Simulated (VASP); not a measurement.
# MnSb (Pm-3m) in VASP: single point with PBE

Aim: the single point of MnSb with PBE.

Everything below comes from runs of VASP 6.6.1. Logs are shortened: lines on timing, memory, paths and dates and some standing lists are left out, and cuts for length are marked.

### Step 1. The crystal as given

Symmetry: Pm-3m, No. 221, cubic system. Conventional cell: a = 3.404 Å, b = 3.404 Å, c = 3.404 Å, α = 90.00°, β = 90.00°, γ = 90.00°. Around Mn (site symmetry m-3m) lie 8 Sb at 2.95 Å. Sb (site symmetry m-3m) is surrounded by 8 Mn at 2.95 Å.

The cell was built by a generator and needn't be a form met in nature.

### Step 2. Single point, PBE

The input, INCAR:

```
PREC = Accurate
ENCUT = 520
EDIFF = 1E-6
ISMEAR = 0
SIGMA = 0.0166
LREAL = False
LASPH = True
NELM = 60
ALGO = Fast
ISIF = 2
LWAVE = False
LCHARG = False
GGA = PE
NBANDS = 16
```

The input, KPOINTS:

```
regular mesh
0
Gamma
  5 5 5
```

The input, POSCAR:

```
MnSb
1.0
    3.4042090000      0.0000000000      0.0000000000
    0.0000000000      3.4042090000      0.0000000000
    0.0000000000      0.0000000000      3.4042090000
Mn Sb
1 1
Direct
    0.0000000000      0.0000000000      0.0000000000
    0.5000000000      0.5000000000      0.5000000000
```

Potentials or basis: VASP PAW PBE potentials, release 64 (Mn_pv, Sb).

Started as:

```bash
$ cat potpaw_PBE.64/Mn_pv/POTCAR potpaw_PBE.64/Sb/POTCAR > POTCAR
$ mpirun -np 1 vasp_std > vasp.out
```

OUTCAR:

```text
PREC = Accurate
   ENCUT = 520
   EDIFF = 1E-6
   ISMEAR = 0
   LREAL = False
   LASPH = True
   NELM = 60
   ISIF = 2
   GGA = PE

 ion  position               nearest neighbor table
   1  0.000  0.000  0.000-   2 2.95   2 2.95   2 2.95   2 2.95   2 2.95   2 2.95   2 2.95   2 2.95

   2  0.500  0.500  0.500-   1 2.95   1 2.95   1 2.95   1 2.95   1 2.95   1 2.95   1 2.95   1 2.95

  LATTYP: Found a simple cubic cell.
 ALAT       =     3.4042090000

  Lattice vectors:

 A1 = (   3.4042090000,   0.0000000000,   0.0000000000)
 A2 = (   0.0000000000,   3.4042090000,   0.0000000000)
 A3 = (   0.0000000000,   0.0000000000,   3.4042090000)

Analysis of symmetry for initial positions (statically):
=====================================================================
 Subroutine PRICEL returns:
 Original cell was already a primitive cell.

 Routine SETGRP: Setting up the symmetry group for a
 simple cubic supercell.

 Subroutine GETGRP returns: Found 48 space group operations
 (whereof 48 operations were pure point group operations)
 out of a pool of 48 trial point group operations.

The static configuration has the point symmetry O_h .

Analysis of symmetry for dynamics (positions and initial velocities):
=====================================================================
 Subroutine PRICEL returns:
 Original cell was already a primitive cell.

 Routine SETGRP: Setting up the symmetry group for a
 simple cubic supercell.

 Subroutine GETGRP returns: Found 48 space group operations
 (whereof 48 operations were pure point group operations)
 out of a pool of 48 trial point group operations.

The dynamic configuration has the point symmetry O_h .

 Subroutine INISYM returns: Found 48 space group operations
 (whereof 48 operations are pure point group operations),
 and found     1 'primitive' translations

----------------------------------------------------------------------------------------

                                     Primitive cell

  volume of cell :      39.4501

  direct lattice vectors                    reciprocal lattice vectors
     3.404209000  0.000000000  0.000000000     0.293753997  0.000000000  0.000000000
     0.000000000  3.404209000  0.000000000     0.000000000  0.293753997  0.000000000
     0.000000000  0.000000000  3.404209000     0.000000000  0.000000000  0.293753997

  length of vectors
     3.404209000  3.404209000  3.404209000     0.293753997  0.293753997  0.293753997

  position of ions in fractional coordinates (direct lattice)
     0.000000000  0.000000000  0.000000000
     0.500000000  0.500000000  0.500000000

  ion indices of the primitive-cell ions
   primitive index   ion index
                 1           1
                 2           2

----------------------------------------------------------------------------------------

 KPOINTS: regular mesh

Automatic generation of k-mesh.
 Grid dimensions read from file:
 generate k-points for:    5    5    5

 Generating k-lattice:

  Cartesian coordinates                     Fractional coordinates (reciprocal lattice)
     0.058750799  0.000000000  0.000000000     0.200000000  0.000000000  0.000000000
     0.000000000  0.058750799  0.000000000     0.000000000  0.200000000  0.000000000
     0.000000000  0.000000000  0.058750799     0.000000000  0.000000000  0.200000000

  Length of vectors
     0.058750799  0.058750799  0.058750799

  Shift w.r.t. Gamma in fractional coordinates (k-lattice)
     0.000000000  0.000000000  0.000000000

 Subroutine IBZKPT returns following result:
 ===========================================

 Found     10 irreducible k-points:

 Following reciprocal coordinates:
            Coordinates               Weight
  0.000000  0.000000  0.000000      1.000000
  0.200000  0.000000  0.000000      6.000000
  0.400000  0.000000  0.000000      6.000000
  0.200000  0.200000  0.000000     12.000000
  0.400000  0.200000  0.000000     24.000000
  0.400000  0.400000  0.000000     12.000000
  0.200000  0.200000  0.200000      8.000000
  0.400000  0.200000  0.200000     24.000000
  0.400000  0.400000  0.200000     24.000000
  0.400000  0.400000  0.400000      8.000000
   k-points           NKPTS =     10   k-points in BZ     NKDIM =     10   number of bands    NBANDS=     16
   number of dos      NEDOS =    301   number of ions     NIONS =      2
   total plane-waves  NPLWV =  21952
   dimension x,y,z NGX =    28 NGY =   28 NGZ =   28
   dimension x,y,z NGXF=    56 NGYF=   56 NGZF=   56
   ions per type =               1   1
   NGX,Y,Z   is equivalent  to a cutoff of  13.67, 13.67, 13.67 a.u.
   NGXF,Y,Z  is equivalent  to a cutoff of  27.35, 27.35, 27.35 a.u.
 SYSTEM =  unknown system
   PREC   = accura    normal or accurate (medium, high low for compatibility)
   ISTART =      0    job   : 0-new  1-cont  2-samecut
   ICHARG =      2    charge: 1-file 2-atom 10-const
   ISPIN  =      1    spin polarized calculation?
   LNONCOLLINEAR =      F non collinear calculations
   LSORBIT =      F    spin-orbit coupling
   LASPH  =      T    aspherical Exc in radial PAW
   ENCUT  =  520.0 eV  38.22 Ry    6.18 a.u.   6.33  6.33  6.33*2*pi/ulx,y,z
   NELM   =     60;   NELMIN=  2; NELMDL= -5     # of ELM steps
   EDIFF  = 0.1E-05   stopping-criterion for ELM
   LREAL  =      F    real-space projection
   EDIFFG = 0.1E-04   stopping-criterion for IOM
   NSW    =      0    number of steps for IOM
   IBRION =     -1    ionic relax: 0-MD 1-quasi-New 2-CG
   NFREE  =      0    steps in history (QN), initial steepest desc. (CG)
   ISIF   =      2    stress and relaxation
   ISYM   =      2    0-nonsym 1-usesym 2-fastsym
   POTIM  = 0.5000    time-step for ionic-motion
   TEBEG  =    0.0;   TEEND  =   0.0 temperature during run
   PSTRESS=    0.0 pullay stress
   NELECT =      18.0000    total number of electrons
   NUPDOWN=      -1.0000    fix difference up-down
   EMIN   =  10.00;   EMAX   =-10.00  energy-range for DOS
   EFERMI =   0.00;   METHOD = LEGACY
   ISMEAR =     0;   SIGMA  =   0.02  broadening in eV -4-tet -1-fermi 0-gaus
   EFERMI_NEDOS =   21; number of points for ismear=-14 and -15
   IALGO  =     68    algorithm
   IMIX   =      4    mixing-type and parameters
     AMIX     =   0.40;   BMIX     =  1.00
     AMIX_MAG =   1.60;   BMIX_MAG =  1.00
  volume/ion in A,a.u.               =      19.73       133.11
  Fermi-wavevector in a.u.,A,eV,Ry     =   1.260326  2.381670 21.611777  1.588421
  Thomas-Fermi vector in A             =   2.393841
   LORBIT       =      0    0 simple, 1 ext, 2 COOP (PROOUT), +10 PAW based schemes
   GGA     = PE    functional components
   LHFCALC =     F    Hartree Fock is set to
   AEXX    =    0.0000 exact exchange contribution
   IVDW    =     0    specifies the selected vdW correction
   LEPSILON=     F    determine dielectric tensor
   LRPA    =     F    only Hartree local field effects (RPA)
 non-spin polarized calculation
 RMM-DIIS sequential band-by-band and
 Gauss-broadening in eV      SIGMA  =   0.02
  energy-cutoff  :      520.00
  volume of cell :       39.45
 maximum number of plane-waves:      1072
 NGX is ok and might be reduce to    28
   NGX = 13   NGY = 13   NGZ = 13

 number of electron      17.9999994 magnetization

 Free energy of the ion-electron system (eV)
  ---------------------------------------------------
  ext. energy  EPLUGINS =         0.00000000
  ---------------------------------------------------
  free energy    TOTEN  =       -11.69589118 eV

  energy without entropy =      -11.69467983  energy(sigma->0) =      -11.69528551

 E-fermi :   8.4864     XC(G=0): -11.2012

 val. band max:        8.4863463070   @ k =   0.2000   0.0000   0.0000
 cond. band min:       8.4984235507   @ k =   0.4000   0.0000   0.0000
 fundamental gap:      0.0120772438
 Fermi energy:         8.4864147773

 k-point     1 :       0.0000    0.0000    0.0000
  band No.  band energies     occupation
      1     -39.0674      2.00000
      2     -39.0674      2.00000
      3     -39.0674      2.00000
      4      -3.5066      2.00000
      5       7.1253      2.00000
      6       7.1253      2.00000
[... 8 lines left out ...]
     15      15.4424      0.00000
     16      23.6221      0.00000

 k-point     2 :       0.2000    0.0000    0.0000
  band No.  band energies     occupation
      1     -39.0720      2.00000
      2     -39.0670      2.00000
      3     -39.0670      2.00000
      4      -3.0340      2.00000
      5       5.6013      2.00000
      6       7.2244      2.00000
[... 8 lines left out ...]
     15      18.1552      0.00000
     16      20.0469      0.00000

 k-point     3 :       0.4000    0.0000    0.0000
  band No.  band energies     occupation
      1     -39.0794      2.00000
      2     -39.0663      2.00000
      3     -39.0663      2.00000
      4      -1.8734      2.00000
      5       2.7103      2.00000
      6       7.3738      2.00000
[... 8 lines left out ...]
     15      16.9274      0.00000
     16      16.9274      0.00000

 k-point     4 :       0.2000    0.2000    0.0000
  band No.  band energies     occupation
      1     -39.0716      2.00000
      2     -39.0715      2.00000
      3     -39.0666      2.00000
      4      -2.5763      2.00000
      5       5.7985      2.00000
      6       5.9794      2.00000
[... 8 lines left out ...]
     15      18.2477      0.00000
     16      18.5345      0.00000

 k-point     5 :       0.4000    0.2000    0.0000
  band No.  band energies     occupation
      1     -39.0789      2.00000
      2     -39.0708      2.00000
      3     -39.0660      2.00000
      4      -1.4682      2.00000
      5       3.1910      2.00000
      6       6.4498      2.00000
[... 8 lines left out ...]
     15      17.4638      0.00000
     16      18.5257      0.00000

 k-point     6 :       0.4000    0.4000    0.0000
  band No.  band energies     occupation
      1     -39.0781      2.00000
      2     -39.0781      2.00000
      3     -39.0655      2.00000
      4      -0.5296      2.00000
      5       4.2291      2.00000
      6       4.5239      2.00000
[... 8 lines left out ...]
     15      18.2676      0.00000
     16      18.6525      0.00000

 k-point     7 :       0.2000    0.2000    0.2000
  band No.  band energies     occupation
      1     -39.0713      2.00000
      2     -39.0710      2.00000
      3     -39.0710      2.00000
      4      -2.1294      2.00000
      5       6.0976      2.00000
      6       6.0976      2.00000
[... 8 lines left out ...]
     15      17.1788      0.00000
     16      18.8047      0.00000

 k-point     8 :       0.4000    0.2000    0.2000
  band No.  band energies     occupation
      1     -39.0784      2.00000
      2     -39.0706      2.00000
      3     -39.0703      2.00000
      4      -1.0559      2.00000
      5       3.6308      2.00000
      6       6.2612      2.00000
[... 8 lines left out ...]
     15      17.3077      0.00000
     16      19.4480      0.00000

 k-point     9 :       0.4000    0.4000    0.2000
  band No.  band energies     occupation
      1     -39.0777      2.00000
      2     -39.0776      2.00000
      3     -39.0698      2.00000
      4      -0.0872      2.00000
      5       4.5438      2.00000
      6       4.6377      2.00000
[... 8 lines left out ...]
     15      15.2611      0.00000
     16      18.3143      0.00000

 k-point    10 :       0.4000    0.4000    0.4000
  band No.  band energies     occupation
      1     -39.0769      2.00000
      2     -39.0768      2.00000
      3     -39.0768      2.00000
      4       1.0087      2.00000
      5       4.8015      2.00000
      6       4.8015      2.00000
[... 8 lines left out ...]
     15      12.1445      0.00000
     16      15.2691      0.00000

------------------------ aborting loop because EDIFF is reached ----------------------------------------

  FORCE on cell =-STRESS in cart. coord.  units (eV):
  Direction    XX          YY          ZZ          XY          YZ          ZX
  --------------------------------------------------------------------------------------
  -------------------------------------------------------------------------------------
  Total       -4.2166590     -4.2166590     -4.2166590      0.0000000     -0.0000000     -0.0000000
  in kB     -171.2499336   -171.2499336   -171.2499336      0.0000000     -0.0000000     -0.0000000
  external PRESSURE =    -171.2499336 kB  Pullay stress =       0.0000000 kB

 VOLUME and BASIS-vectors are now :
 -----------------------------------------------------------------------------
  energy-cutoff  :      520.00
  volume of cell :       39.45
      direct lattice vectors                 reciprocal lattice vectors
     3.404209000  0.000000000  0.000000000     0.293753997  0.000000000  0.000000000
     0.000000000  3.404209000  0.000000000     0.000000000  0.293753997  0.000000000
     0.000000000  0.000000000  3.404209000     0.000000000  0.000000000  0.293753997

 POSITION                                       TOTAL-FORCE (eV/Angst)
 -----------------------------------------------------------------------------------
      0.00000      0.00000      0.00000         0.000000      0.000000      0.000000
      1.70210      1.70210      1.70210         0.000000      0.000000      0.000000
 -----------------------------------------------------------------------------------
    total drift:                               -0.000000     -0.000000     -0.000000

  FREE ENERGIE OF THE ION-ELECTRON SYSTEM (eV)
  ---------------------------------------------------
  free  energy   TOTEN  =       -11.6958911848 eV

  energy  without entropy=      -11.6946798346  energy(sigma->0) =      -11.69528551
```

It took 17 s on 1 thread of Intel Xeon Platinum 8375C at 2.90GHz (Ice Lake), shared host; peak memory 0.15 GiB.

Results:

- Free energy: -11.6959 eV
- Pressure: -17.1 GPa
- Band gap on the k mesh: none (metal or under the smearing width)

Levels at points of the mesh, in eV from the Fermi level:
```
           k point  band 5  band 6  band 7  band 8  band 9  band 10  band 11  band 12  band 13  band 14
(0.00, 0.00, 0.00)   -1.36   -1.36   -0.01   -0.01   -0.01     0.99     0.99     0.99     4.41     6.96
```

Caveat: the k mesh is coarse (spacing up to 0.37 Å⁻¹), so the values aren't converged; so large a pressure means that the cell lies far from this level's equilibrium, or that cutoff or potentials fall short. The run has no spin-orbit coupling, so splittings on Sb are missing.
